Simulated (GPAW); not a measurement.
Crystal: Pr.

```
Pr
1.0
    -2.19447    2.19447    1.88595
     2.19447   -2.19447    1.88595
     2.19447    2.19447   -1.88595
Pr
1
Direct
  0.00000 0.00000 0.00000
```

This isn't the form of Pr at room conditions, which is double hcp.

| Property | Result |
| --- | --- |
| Program | GPAW 26.7.0 |
| Task | single point |
| Functional | PBE |
| Potentials or basis | GPAW PAW data sets (gpaw-data 1.2.1) |
| Cutoff | 800 eV |
| Basis | pw |
| k mesh | 9 × 9 × 9 |
| Occupations | fermi-dirac, width 0.05 eV |
| Spin | collinear spin, ferromagnetic start |
| Starting moments | [2.0] μB |

On this cell: pressure -3.3 GPa; net moment 3.01 μB per cell; site moments Pr +2.26 μB; band gap on the k mesh none (metal or under the smearing width).

The same run follows on a disturbed copy (cell strained at random at fixed volume):

```
Pr
1.0
    -2.24270    2.20295    1.98303
     2.20422   -2.10893    1.82885
     2.23130    2.09752   -1.87363
Pr
1
Direct
  0.99622 0.01064 0.00702
```

Task: What changes?

Result: The energy (extrapolated to zero smearing) moves by +1.5 meV/atom; pressure -3.3 GPa; net moment 2.99 μB per cell; site moments Pr +2.26 μB; band gap on the k mesh none (metal or under the smearing width).

Stress tensor (GPa, compression positive):
```
-3.51  0.07  0.27
 0.07 -3.53 -0.55
 0.27 -0.55 -2.90
```

Caveats: one-centre terms of the f shell are cut off; the magnetic or orbital state may not be the lowest; spin-orbit coupling is left out, which moves the levels of the heavy elements.
